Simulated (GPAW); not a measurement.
Runs of GPAW 26.7.0 on MgO. It takes space group Fm-3m (No. 225, cubic). The conventional cell has a = 4.194 Å, b = 4.194 Å, c = 4.194 Å, α = 90.00°, β = 90.00°, γ = 90.00°. Mg (site symmetry m-3m) is surrounded by 6 O at 2.10 Å. O (site symmetry m-3m) has 6 Mg at 2.10 Å as nearest neighbours. The cell is a database's computed one.

```tsv
task	level	potentials or basis	cell	band path	band points	optimizer	fmax	max steps	gap on the mesh (eV)	pressure (GPa)
band structure	revPBE	the program's PAW data sets (release 1.2.1) made for this functional, pw	as given	GXWKGLUWLK,UX	80	-	-	-	4.98	(c)
relaxation of cell and atoms	revPBE	the program's PAW data sets (release 1.2.1) made for this functional, pw	relaxed	-	-	BFGS	0.05 eV/Å	100	(a)	0.5
band structure	PBEsol	PAW data sets generated in the run's folder for this functional, pw	as given	GXWKGLUWLK,UX	100	-	-	-	4.78	3.1
band structure	BLYP	PAW data sets generated in the run's folder for this functional, pw	as given	GXWKGLUWLK,UX	100	-	-	-	5.17	8.6
band structure	RPBE	the program's PAW data sets (release 1.2.1) made for this functional, pw	as given	GXWKGLUWLK,UX	80	-	-	-	(b)	12.1
```

Alike in all rows: no spin polarisation; k mesh 11 × 11 × 11; cutoff (eV) 800; smearing fermi-dirac 0.05 eV.

Question: Estimate the missing entries.

Answer: (a) 4.38; (b) 5.00; (c) 11.1.

Caveats: later steps reuse the first step's grids (some runs).

Runs at the PBE level aren't shown here.
